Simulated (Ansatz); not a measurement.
Al:

```xyz
1
Lattice="0.0000 2.0248 2.0248 2.0248 0.0000 2.0248 2.0248 2.0248 0.0000" Properties=species:S:1:pos:R:3 pbc="T T T"
Al    0.0000    0.0000    0.0000
```

```yaml
Program: Ansatz 0.2.0
Task: relaxation of cell and atoms
Functional: BLYP
Potentials_or_basis: Ansatz PAW
Cutoff: "420 eV (not typed: the program's choice for these potentials)"
k_mesh: 11 × 11 × 11
Occupations: fermi-dirac, width 0.05 eV
Spin: no spin polarisation
```

At the start: volume 16.60 Å³/atom.

Task: How do energy, volume and symmetry change on relaxing?

Result: It ends after 4 steps and the volume is 17.37 Å³/atom (+4.6 %); space group Fm-3m (No. 225, to 0.05 Å).

The path:
```
step  energy change (eV)  largest force (eV/Å)  volume (Å³)
   1              0.0000                0.0000        16.60
   2             -0.0066                0.0000        17.36
   3             -0.0065                0.0000        17.37
   4             -0.0070                0.0000        17.37
```

Final structure:
```yaml
crystal:
  lattice:
    - [0.00000, 2.05562, 2.05562]
    - [2.05562, 0.00000, 2.05562]
    - [2.05562, 2.05562, 0.00000]
  atoms:
    - { symbol: Al, position: [0.00000, 0.00000, 0.00000] }
```

The cell as given is a measured one (16.60 Å³/atom); BLYP puts the equilibrium volume +4.6 % from it, thermal expansion not counted.

Caveat: the plane-wave basis is chosen anew once the cell has moved, so the energies of steps on either side of that aren't comparable; the PAW data sets come from PBE, with cores solved anew for the run's functional, which leaves a small shift of forces and pressure.
